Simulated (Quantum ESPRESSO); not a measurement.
# MnO (Fm-3m) in Quantum ESPRESSO: equation of state, part 2 of 2

Quantum ESPRESSO 7.5. Earlier steps stand in the parts before.

**7. Single point, PBE, collinear spin, ferromagnetic start, 11.44 Å³/atom**

pw.in

```
&CONTROL
  calculation = 'scf'
  prefix = 'pwscf'
  outdir = './tmp'
  pseudo_dir = './pseudo'
  tprnfor = .true.
  tstress = .true.
  disk_io = 'nowf'
/
&SYSTEM
  ibrav = 0
  nat = 2
  ntyp = 2
  ecutwfc = 65
  ecutrho = 780
  nbnd = 20
  occupations = 'smearing'
  smearing = 'fd'
  degauss = 0.00367493
  nspin = 2
  starting_magnetization(1) = 0.2667
  starting_magnetization(2) = 0
/
&ELECTRONS
  conv_thr = 4d-10
  electron_maxstep = 120
  mixing_beta = 0.3
/
ATOMIC_SPECIES
Mn    54.9380 mn_pbe_v1.5.uspp.F.UPF
O     15.9990 O.pbe-n-kjpaw_psl.0.1.UPF
CELL_PARAMETERS angstrom
   0.0000000000    2.2531730023    2.2531730023
   2.2531730023    0.0000000000    2.2531730023
   2.2531730023    2.2531730023    0.0000000000
ATOMIC_POSITIONS crystal
Mn     0.0000000000    0.0000000000    0.0000000000
O      0.5000000000    0.5000000000    0.5000000000
K_POINTS automatic
10 10 10 0 0 0
```

Potentials or basis: SSSP 1.3 efficiency PBE.

On the command line:

```
> OMP_NUM_THREADS=1 pw.x -in pw.in > pw.out
```

pw.out:

```text
This program is part of the open-source Quantum ESPRESSO suite
     for quantum simulation of materials; please cite
         "P. Giannozzi et al., J. Phys.:Condens. Matter 21 395502 (2009);
         "P. Giannozzi et al., J. Phys.:Condens. Matter 29 465901 (2017);
         "P. Giannozzi et al., J. Chem. Phys. 152 154105 (2020);
     in publications or presentations arising from this work. More details at

     file O.pbe-n-kjpaw_psl.0.1.UPF: wavefunction(s)  2P renormalized
     Message from routine setup:
     using ibrav=0 with symmetry is DISCOURAGED, use correct ibrav instead

     G-vector sticks info
     --------------------
     sticks:   dense  smooth     PW     G-vecs:    dense   smooth      PW
     Sum        1945     649    199                56905    10969    1917

     Using Slab Decomposition

     bravais-lattice index     =            0
     lattice parameter (alat)  =       6.0216  a.u.
     unit-cell volume          =     154.3868 (a.u.)^3
     number of atoms/cell      =            2
     number of atomic types    =            2
     number of electrons       =        21.00
     number of Kohn-Sham states=           20
     kinetic-energy cutoff     =      65.0000  Ry
     charge density cutoff     =     780.0000  Ry
     scf convergence threshold =      4.0E-10
     mixing beta               =       0.3000
     number of iterations used =            8  plain     mixing
     Exchange-correlation= SLA  PW   PBX  PBC
                           (   1   4   3   4   0   0   0)

     celldm(1)=   6.021551  celldm(2)=   0.000000  celldm(3)=   0.000000
     celldm(4)=   0.000000  celldm(5)=   0.000000  celldm(6)=   0.000000

     crystal axes: (cart. coord. in units of alat)
[... 258 lines left out ...]
          k = 0.0000 0.0000 0.0000 (  1363 PWs)   bands (ev):

   -69.1075 -37.8337 -37.8337 -37.8337  -7.3174   9.0468   9.0468   9.0468
     9.4310   9.4310   9.4310   9.9305   9.9305  11.9029  26.4384  28.5051
    28.5051  28.5051  31.4864  31.4864
[... 273 lines left out ...]
   -69.1006 -37.8717 -37.8630 -37.8538  -6.3650   6.2562   6.7178   6.7798
     9.9267  10.3513  10.5109  10.5439  11.5262  18.9786  20.4189  20.9881
    23.5017  29.3867  32.2619  37.5094

 ------ SPIN DOWN ----------

          k = 0.0000 0.0000 0.0000 (  1363 PWs)   bands (ev):

   -64.0813 -32.9156 -32.9156 -32.9156  -6.8780   9.4304   9.4304   9.4304
    13.2573  13.5131  13.5131  13.5131  14.1025  14.1025  27.1410  30.0087
    30.0087  30.0087  33.9074  33.9074
[... 273 lines left out ...]
   -64.0729 -32.9644 -32.9532 -32.9415  -5.9524   6.9387   7.4891   7.7213
    13.5196  14.4198  14.7885  15.0943  15.4898  20.8838  21.6962  22.5525
    25.0838  30.7751  33.3976  38.8266

     the Fermi energy is    12.5711 ev

!    total energy              =    -252.91060202 Ry
     estimated scf accuracy    <          2.1E-10 Ry
     smearing contrib. (-TS)   =      -0.00048405 Ry
     internal energy E=F+TS    =    -252.91011797 Ry

     The total energy is F=E-TS. E is the sum of the following terms:
     one-electron contribution =    -112.55820328 Ry
     hartree contribution      =      66.95430375 Ry
     xc contribution           =     -34.22972721 Ry
     ewald contribution        =    -163.55568475 Ry
     one-center paw contrib.   =      -9.52080648 Ry

     total magnetization       =     4.86 Bohr mag/cell
     absolute magnetization    =     4.86 Bohr mag/cell

     convergence has been achieved in  12 iterations

     negative rho (up, down):  0.000E+00 1.079E-04

     Forces acting on atoms (cartesian axes, Ry/au):

     atom    1 type  1   force =     0.00000000    0.00000000   -0.00000000
     atom    2 type  2   force =    -0.00000000   -0.00000000    0.00000000

     Total force =     0.000000     Total SCF correction =     0.000000

     Computing stress (Cartesian axis) and pressure

     negative rho (up, down):  0.000E+00 1.079E-04
          total   stress  (Ry/bohr**3)                   (kbar)     P=      -45.94
  -0.00031227   0.00000000   0.00000000          -45.94        0.00        0.00
   0.00000000  -0.00031227   0.00000000            0.00      -45.94        0.00
  -0.00000000   0.00000000  -0.00031227           -0.00        0.00      -45.94

=------------------------------------------------------------------------------=
   JOB DONE.
=------------------------------------------------------------------------------=
```

Run time: 37 s. Hardware: 1 thread of Arm Neoverse V2, shared host; peak memory 0.29 GiB.

What came out:

| Property | Result |
| --- | --- |
| Free energy | -3441.0240 eV |
| Pressure | -4.6 GPa |
| Band gap on the k mesh | none (metal or under the smearing width) |
| Net moment | 4.86 μB per cell |
| Absolute moment | 4.86 μB per cell |
| Site moments | Mn +4.14; O +0.23 μB |
| Valence electrons inside the program's atomic spheres | Mn 12.64; O 5.97 |

Caveat: a cell with one magnetic atom can't hold antiferromagnetic order, which such compounds often take; semilocal functionals often make such compounds metallic where correlation or magnetic order opens a gap, which also shifts bond lengths.

**8. Single point, PBE, collinear spin, ferromagnetic start, 11.66 Å³/atom**

pw.in: that of step 7 with these lines changed.

```diff
@@ -32,5 +32,5 @@
 CELL_PARAMETERS angstrom
-   0.0000000000    2.2531730023    2.2531730023
-   2.2531730023    0.0000000000    2.2531730023
-   2.2531730023    2.2531730023    0.0000000000
+   0.0000000000    2.2675248097    2.2675248097
+   2.2675248097    0.0000000000    2.2675248097
+   2.2675248097    2.2675248097    0.0000000000
 ATOMIC_POSITIONS crystal
```

On the command line:

```
> OMP_NUM_THREADS=1 pw.x -in pw.in > pw.out
```

Run time: 38 s. Hardware: 1 thread of Arm Neoverse V2, shared host; peak memory 0.29 GiB.

Results (log left out):

- Free energy: -3441.0100 eV
- Pressure: -6.3 GPa
- Band gap on the k mesh: none (metal or under the smearing width)
- Net moment: 4.90 μB per cell
- Absolute moment: 4.90 μB per cell
- Site moments: Mn +4.18; O +0.24 μB
- Valence electrons inside the program's atomic spheres: Mn 12.65; O 5.99

Caveat: a cell with one magnetic atom can't hold antiferromagnetic order, which such compounds often take; semilocal functionals often make such compounds metallic where correlation or magnetic order opens a gap, which also shifts bond lengths.

**9. Equation of state, PBE, collinear spin, ferromagnetic start**

Potentials or basis: SSSP 1.3 efficiency PBE.

No new run: the results of the series are fitted here.

Results:

```yaml
Equilibrium_volume: "11.02 Å³/atom (rough: see the caveat)"
Bulk_modulus: 115 GPa (rough)
```

Energy against volume, from the lowest point:
```
volume (Å³/atom)  energy (meV/atom)
          10.339              15.45
          10.559               7.46
          10.779               2.20
          10.999               0.00
          11.219               1.50
          11.439               6.10
          11.659              13.13
```

Caveat: the fit is doubtful: noisy points or a state that changes with volume.
